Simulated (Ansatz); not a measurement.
Cd in Ansatz: convergence with cutoff

The system is Cd.

```xyz
1
Lattice="1.6080 0.9284 2.4493 -1.6080 0.9284 2.4493 0.0000 -1.8568 2.4493" Properties=species:S:1:pos:R:3 pbc="T T T"
Cd    0.0000    0.0000    0.0000
```

This isn't the form of Cd at room conditions, which is hcp.

| Property | Result |
| --- | --- |
| Program | Ansatz 0.2.0 |
| Task | convergence study |
| Functional | PBE |
| Potentials or basis | all-electron LAPW, scalar-relativistic |
| Cutoff | 80 eV |
| Density cutoff | 320 eV |
| Basis error allowed | 0.001 eV/atom |
| k mesh | 10 × 10 × 10 |
| Occupations | fermi-dirac, width 0.05 eV |
| Spin | no spin polarisation |

These are the settings of the first run; the series varies cutoff, with any setting tied to it.

Hardware: 1 thread of Intel(R) Xeon(R) Processor @ 2.70GHz, on a shared host.

Problem. The values tried are 80 eV, 110 eV, 140 eV, 180 eV, 230 eV, 290 eV, 360 eV, 450 eV, 560 eV, loosest first. From which on does the energy stay within 1 meV/atom of the tightest run that finished?

Solution. From 180 eV on.

```
cutoff  energy less the tightest run, at zero smearing (meV/atom)  pressure (GPa)  SCF cycles  CPU time (s)  peak memory (GiB)
 80 eV                                                     145.91            3.72           7           4.8               0.27
110 eV                                                      25.34            2.33           7           5.6               0.27
140 eV                                                       4.98            2.11           7           6.1               0.28
180 eV                                                       0.67            2.07           7           7.8               0.29
230 eV                                                       0.04            2.06           7            13               0.31
290 eV                                                       0.00            2.06           7            16               0.35
360 eV                                                       0.00            2.06           7            13                0.4
450 eV                                                       0.00            2.06           7            22                0.5
560 eV                                                       0.00            2.06           7            40               0.66
```

Against the tightest run, the pressure stays within 0.1 GPa from 140 eV on. The tightest run that finished is the yardstick and may itself not be fully converged.
